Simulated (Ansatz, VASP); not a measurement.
Pt in VASP and in Ansatz

```
Pt
1.0
     0.00000    1.96090    1.96090
     1.96090    0.00000    1.96090
     1.96090    1.96090    0.00000
Pt
1
Cartesian
  0.0000 0.0000 0.0000
```

Alike in both runs: task single point; functional LDA; k mesh 15 × 15 × 15; no spin polarisation.

|  | VASP | Ansatz |
| --- | --- | --- |
| version | VASP 6.6.1 | Ansatz 0.2.0 |
| potentials or method | VASP PAW LDA potentials, release 64 (Pt) | plane waves, PAW |
| plane-wave cutoff (eV) | 520 | 420 |
| occupations | methfessel-paxton of order 1, width 0.05 eV | cold, width 0.05 eV |
| valence electrons in the cell | 10 | 18 |

Ansatz gave:

| Item | Value |
| --- | --- |
| pressure (GPa) | -6.3 |

Q: Which values does VASP return?

A: Pressure (GPa): -5.6.

The two sets of potentials don't hold the same shells in valence.

Spin-orbit coupling is left out, which matters for the levels of Pt.
